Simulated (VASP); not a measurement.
Wanted: the native input for a VASP 6.6.1 run.

| Item | Value |
| --- | --- |
| Task | band structure |
| Functional | r2SCAN |
| Potentials or basis | VASP PAW PBE potentials, release 64 (Sn_d, O) |
| Cutoff | 520 eV |
| k mesh | 4 × 4 × 5 |
| Occupations | fermi-dirac, width 0.05 eV |
| Spin | spin-orbit coupling, no magnetisation |
| Further INCAR settings | ALGO = Normal; EDIFF = 1e-07; NBANDS = 68 |

The structure of SnO2 (Cassiterite) lies in POSCAR:

```
SnO2
1.0
    4.7380000000      0.0000000000      0.0000000000
    0.0000000000      4.7380000000      0.0000000000
    0.0000000000      0.0000000000      3.1865000000
Sn O
2 4
Direct
    0.5000000000      0.5000000000      0.5000000000
    0.0000000000      0.0000000000      0.0000000000
    0.8071000000      0.1929000000      0.5000000000
    0.6929000000      0.6929000000      0.0000000000
    0.1929000000      0.8071000000      0.5000000000
    0.3071000000      0.3071000000      0.0000000000
```

One way to write it, as run:

INCAR

```
SYSTEM = SnO2
  PREC = Accurate
  ENCUT = 520
  EDIFF = 1E-7
  ISMEAR = -1
  SIGMA = 0.05
  LREAL = .FALSE.
  LASPH = .TRUE.
  NELM = 60
  ALGO = Normal
  ISIF = 2
  LWAVE = .FALSE.
  LCHARG = .FALSE.
  MAGMOM = 0 0 0 0 0 0 0 0 0 0 0 0 0 0 0 0 0 0
  LORBIT = 11
  LSORBIT = .TRUE.
  GGA_COMPAT = .FALSE.
  METAGGA = R2SCAN
  LMIXTAU = .TRUE.
  NBANDS = 68
```

KPOINTS

```
Automatic mesh
0
G
  4 4 5
  0 0 0
```

KPOINTS_OPT

```
path GXMGZRAZ,XR,MA
10
line-mode
reciprocal
 0.0000000000  0.0000000000  0.0000000000  G
 0.0000000000  0.5000000000  0.0000000000  X

 0.0000000000  0.5000000000  0.0000000000  X
 0.5000000000  0.5000000000  0.0000000000  M

 0.5000000000  0.5000000000  0.0000000000  M
 0.0000000000  0.0000000000  0.0000000000  G

 0.0000000000  0.0000000000  0.0000000000  G
 0.0000000000  0.0000000000  0.5000000000  Z

 0.0000000000  0.0000000000  0.5000000000  Z
 0.0000000000  0.5000000000  0.5000000000  R

 0.0000000000  0.5000000000  0.5000000000  R
 0.5000000000  0.5000000000  0.5000000000  A

 0.5000000000  0.5000000000  0.5000000000  A
 0.0000000000  0.0000000000  0.5000000000  Z

 0.0000000000  0.5000000000  0.0000000000  X
 0.0000000000  0.5000000000  0.5000000000  R

 0.5000000000  0.5000000000  0.0000000000  M
 0.5000000000  0.5000000000  0.5000000000  A
```

Potentials or basis: VASP PAW PBE potentials, release 64 (Sn_d, O).

Command:

```sh
$ cat potpaw_PBE.64/Sn_d/POTCAR potpaw_PBE.64/O/POTCAR > POTCAR
$ mpirun -np 1 vasp_ncl > vasp.out
```

It gave:

| Item | Value |
| --- | --- |
| Pressure | 4.4 GPa |
| Largest force | 0.276 eV/Å |
| Valence electrons inside the program's atomic spheres | Sn 12.36; O 5.11 |

Caveat: the k mesh is coarse (spacing up to 0.39 Å⁻¹), so the values aren't converged; the PAW data sets were made with another functional, which shifts forces and pressure a little.

It took 36 min on 1 thread of AMD EPYC 9R45 (Zen 5), on a shared host, peak memory 0.46 GiB.
